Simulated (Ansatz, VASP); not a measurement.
## Tc: VASP beside Ansatz

Contents of INCAR:

```
PREC = Accurate
ENCUT = 520
EDIFF = 1E-6
ISMEAR = 0
SIGMA = 0.05
LREAL = False
LASPH = True
NELM = 100
ALGO = Normal
ISIF = 2
LWAVE = False
LCHARG = False
GGA = PE
NBANDS = 12
```

Contents of KPOINTS:

```
Automatic mesh
0
Gamma
  8 8 8
```

POSCAR

```
Tc
1.0
    0.0000000000      1.9363261565      1.9363261565
    1.9363261565      0.0000000000      1.9363261565
    1.9363261565      1.9363261565      0.0000000000
Tc
1
Direct
    0.0000000000      0.0000000000      0.0000000000
```

Input for Ansatz:

```yaml
crystal:
  lattice:
    - [0.0, 1.9363261565, 1.9363261565]
    - [1.9363261565, 0.0, 1.9363261565]
    - [1.9363261565, 1.9363261565, 0.0]
  atoms:
    - { symbol: Tc, position: [0.0, 0.0, 0.0] }
basis:
  ecutwfc: 600
  ecutrho_ratio: 5
kpoints:
  mp_grid: { grid: [8, 8, 8] }
hamiltonian:
  xc: pbe
scf:
  occupations: { method: gaussian, width: 0.05 }
output:
  forces: true
  stress: true
  eigenvalues: true
```

Alike in both runs: task single point; functional PBE; k mesh 8 × 8 × 8; occupations gaussian, width 0.05 eV; no spin polarisation.

|  | VASP | Ansatz |
| --- | --- | --- |
| version | VASP 6.6.1 | Ansatz 0.2.0 |
| potentials or method | VASP PAW PBE potentials, release 64 (Tc_pv) | scalar-relativistic, plane waves, PAW |
| plane-wave cutoff (eV) | 520 | 600 |
| valence electrons in the cell | 13 | 15 |

Ansatz gave:

* pressure (GPa): 0.0

Question: Which values does VASP return?

Answer: Pressure (GPa): -0.9.

The two sets of potentials don't hold the same shells in valence.
